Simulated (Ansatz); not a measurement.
A run of Ansatz 0.2.0 is set up as follows.

Contents of input.yaml:

```yaml
crystal:
  lattice:
    - [0.0, 2.211323, 2.211323]
    - [2.211323, 0.0, 2.211323]
    - [2.211323, 2.211323, 0.0]
  atoms:
    - { symbol: Ta, position: [0.5, 0.5, 0.5] }
    - { symbol: "N", position: [0.0, 0.0, 0.0] }
hamiltonian:
  xc: r2scan
  pseudopotentials: { kind: paw }
kpoints:
  mp_grid: { grid: [10, 10, 10] }
scf:
  occupations: { method: fermi_dirac, width: 0.05 }
output:
  forces: true
  stress: true
  eigenvalues: true
  write_density: true
  write_potential: true
  elf: true
  volumetric_format: npy
relax:
  f_tol: 0.01
  max_steps: 40
  cell: { stress_tol: 0.05, p_target: 10.0 }
```

Potentials or basis: Ansatz PAW.

The run is started by

```sh
$ ansatz run input.yaml --threads 2 --pin off --max-ram 5632MiB --backend cpu --events-out ev --progress --plain --runs-dir out
```

Q: Estimate the relaxed cell.

A: a = 3.081 Å, b = 3.081 Å, c = 3.081 Å, α = 60.00°, β = 60.00°, γ = 60.00°.

Q: What does it give for the band gap on the k mesh?

A: None (metal or under the smearing width).

Q: Predict the space group after relaxing (to 0.05 Å).

A: Fm-3m (No. 225).

Q: What does it give for the relaxed volume?

A: 10.34 Å³/atom.

Step by step:
| step | energy change (eV) | largest force (eV/Å) | volume (Å³) |
| --- | --- | --- | --- |
| 1 | 0.0000 | 0.0000 | 21.63 |
| 2 | 0.0596 | 0.0000 | 20.14 |
| 3 | 0.0065 | 0.0000 | 20.71 |
| 4 | 0.0088 | 0.0000 | 20.68 |
| 5 | 0.0093 | 0.0000 | 20.68 |

Caveat: the plane-wave basis is chosen anew once the cell has moved, so the energies of steps on either side of that aren't comparable; the PAW data sets come from PBE, with cores solved anew for the run's functional, which leaves a small shift of forces and pressure. Spin-orbit coupling is left out, which matters for the levels of Ta.
